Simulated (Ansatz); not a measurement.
Runs of Ansatz 0.2.0 on Sb. It takes space group Im-3m (No. 229, cubic). Conventional cell: a = 3.743 Å, b = 3.743 Å, c = 3.743 Å, α = 90.00°, β = 90.00°, γ = 90.00°. Around Sb (site symmetry m-3m) lie 8 Sb at 3.24 Å. This isn't the form of Sb at room conditions, which is rhombohedral.

```tsv
level	spin	k mesh	cutoff (eV)	gap on the mesh (eV)	pressure (GPa)
revPBE	off	10 × 10 × 10	420	none	4.2
PBEsol	off	10 × 10 × 10	420	none	0.0
LDA	off	7 × 7 × 7	420	none	-1.8
LDA	off	10 × 10 × 10	420	none	-1.2
RPBE	off	10 × 10 × 10	420	none	4.6
r2SCAN	off	10 × 10 × 10	500	none	2.5
BLYP	off	10 × 10 × 10	420	none	(a)
LDA	SOC, no magnetisation	7 × 7 × 7	420	none	(b)
```

Alike in all rows: task band structure; potentials or basis Ansatz PAW; cell as given; smearing fermi-dirac 0.05 eV.

Question: Fill in the values left out.

Answer: (a) 9.0; (b) -1.3.

Caveats: the PAW data sets come from PBE, with cores solved anew for the run's functional, which leaves a small shift of forces and pressure; spin-orbit coupling is left out, which moves the levels of the heavy elements (some runs).

A k mesh can miss the band edges, and rows without SOC leave out spin-orbit coupling on Sb.

A gap of «none» marks a metal or a gap under the smearing width.

Runs at the PBE level aren't shown here.
